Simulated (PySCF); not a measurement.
Molfile (atoms numbered from 1):
```
C4H9NO
     RDKit          3D

 15 14  0  0  0  0  0  0  0  0999 V2000
    1.9307   -0.2368   -0.7398 C   0  0  0  0  0  0  0  0  0  0  0  0
    0.7261    0.6741   -0.6967 C   0  0  0  0  0  0  0  0  0  0  0  0
    0.7864    1.8043   -1.1455 O   0  0  0  0  0  0  0  0  0  0  0  0
   -0.4147    0.1801   -0.1351 N   0  0  0  0  0  0  0  0  0  0  0  0
   -1.5985    1.0012   -0.1027 C   0  0  0  0  0  0  0  0  0  0  0  0
   -0.5761   -1.1602    0.3592 C   0  0  0  0  0  0  0  0  0  0  0  0
    2.7392    0.3207   -1.2055 H   0  0  0  0  0  0  0  0  0  0  0  0
    1.7346   -1.1368   -1.3271 H   0  0  0  0  0  0  0  0  0  0  0  0
    2.2424   -0.5484    0.2597 H   0  0  0  0  0  0  0  0  0  0  0  0
   -2.4018    0.5463   -0.6926 H   0  0  0  0  0  0  0  0  0  0  0  0
   -1.3551    1.9762   -0.5171 H   0  0  0  0  0  0  0  0  0  0  0  0
   -1.9546    1.1195    0.9258 H   0  0  0  0  0  0  0  0  0  0  0  0
   -0.9949   -1.1414    1.3710 H   0  0  0  0  0  0  0  0  0  0  0  0
   -1.2619   -1.7363   -0.2741 H   0  0  0  0  0  0  0  0  0  0  0  0
    0.3738   -1.6851    0.3988 H   0  0  0  0  0  0  0  0  0  0  0  0
  1  2  1  0
  2  3  2  0
  2  4  1  0
  4  5  1  0
  4  6  1  0
  1  7  1  0
  1  8  1  0
  1  9  1  0
  5 10  1  0
  5 11  1  0
  5 12  1  0
  6 13  1  0
  6 14  1  0
  6 15  1  0
M  END
```

Geometry: PBE0-D3(BJ)/def2-TZVP; GIAO absolute shieldings from PySCF, gas phase, non-relativistic, averaged over equivalent atoms.

At PBE0/pcSseg-2 (342 basis functions, 30 s wall time on 1 thread of an AMD EPYC 9R45 96-Core, shared host):
```tsv
atoms	σ (ppm)
C2	10.3
C6	147.2
C5	152.3
C1	162.4
O3	-91.9
N4	144.6
H10/H11/H12	28.56
H13/H14/H15	28.57
H7/H8/H9	29.53
```

Task: Predict the values at KT3/pcSseg-2 on the same geometry.

Result: 
| atoms | σ at KT3/pcSseg-2 | change |
| --- | --- | --- |
| C2 | 21.4 | +11.1 |
| C6 | 144.2 | -3.0 |
| C5 | 149.6 | -2.7 |
| C1 | 161.0 | -1.4 |
| O3 | -68.8 | +23.1 |
| N4 | 140.9 | -3.7 |
| H10/H11/H12 | 28.63 | +0.07 |
| H13/H14/H15 | 28.62 | +0.05 |
| H7/H8/H9 | 29.62 | +0.09 |

The largest change is at O3 (amide-type carbonyl oxygen). Cost: 342 basis functions, 48 s wall time on 1 thread of an AMD EPYC 9R45 96-Core, shared host. The order of the carbon signals is the same at both levels.

Rotation about the amide-type C–N bond is slow at room temperature, so the two groups on nitrogen are listed apart.
